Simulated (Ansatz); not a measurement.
**CuO (Cccm): electronic heat capacity and spin susceptibility from the density of states**

The calculation used DFT PBEsol, scalar-relativistic, plane waves, PAW (Ansatz 0.2.0).

Cutoff 420 eV; k points 14×14×8 on the computed 4-atom cell (Γ-centred); Gaussian smearing, width 0.10 eV; no spin polarisation.

Relaxed cell: Cccm, a = 4.085 Å, b = 4.101 Å, c = 5.092 Å, α = 90.00°, β = 90.00°, γ = 90.00°, 4 atoms in the primitive cell. This form isn't the usual stable structure of the compound.

The density of states at the Fermi level is 2.152 states/eV in the cell of 4 atoms (2 formula units; both spins, tetrahedra on a 21×21×12 mesh).

Problem. What Sommerfeld coefficient and Pauli susceptibility does this give?

Solution. Per formula unit N(E_F) = 1.076 states/eV. γ = (π²/3) k_B² N(E_F) N_A = 2.357 mJ/(mol K²) per state/eV, so γ = 2.5 mJ/(mol K²), a mole of formula units. χ_P = μ_B² N(E_F) N_A = 3.23×10⁻⁵ emu/mol per state/eV gives 3.5×10⁻⁵ emu/mol. This is the bare band result: a measured γ of the same phase is as a rule larger by a factor 1 + λ from phonons and spin fluctuations, the spin part of χ is larger by the Stoner factor, and a measured χ also holds orbital and core terms. N(E_F) at one energy is sensitive to the mesh where the density of states has sharp peaks.

Spin polarisation was left out, and a magnetic state may lie lower.

A ferromagnetic start lost its moments in a first run, so spin was left out; other magnetic orders weren't tried.

Cost: 1 run of about 1.5 core-minutes, on Intel Xeon Platinum 8488C (Sapphire Rapids) (shared hosts).